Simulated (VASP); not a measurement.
Se, 3 atoms in the cell. It takes space group P3_121 (No. 152, trigonal). The conventional cell has a = 4.065 Å, b = 4.065 Å, c = 5.134 Å, α = 90.00°, β = 90.00°, γ = 120.00°. Se (site symmetry 2) has 2 Se at 2.44 Å as nearest neighbours. 

```yaml
Program: VASP 6.6.1
Task: band structure
Functional: PBE
Potentials_or_basis: VASP PAW PBE potentials, release 64 (Se)
Cutoff: 520 eV
k_mesh: 9 × 9 × 6
Occupations: gaussian, width 0.03 eV
Spin: no spin polarisation
Further_INCAR_settings: ALGO = Normal; EDIFF = 1e-07; NBANDS = 16
```

Potentials or basis: VASP PAW PBE potentials, release 64 (Se).

Command:

```console
$ cat potpaw_PBE.64/Se/POTCAR > POTCAR
$ mpirun -np 2 vasp_std > vasp.out
```

Hardware: 2 MPI ranks on Intel(R) Xeon(R) Platinum 8488C (Sapphire Rapids), on a shared host.

**Question.** Estimate the wall time of this run.

**Answer.** It took 71 s on 2 MPI ranks on Intel(R) Xeon(R) Platinum 8488C (Sapphire Rapids), with other jobs on the host, peak memory 0.23 GiB a rank. Counts: scf iterations 37, k points 62.
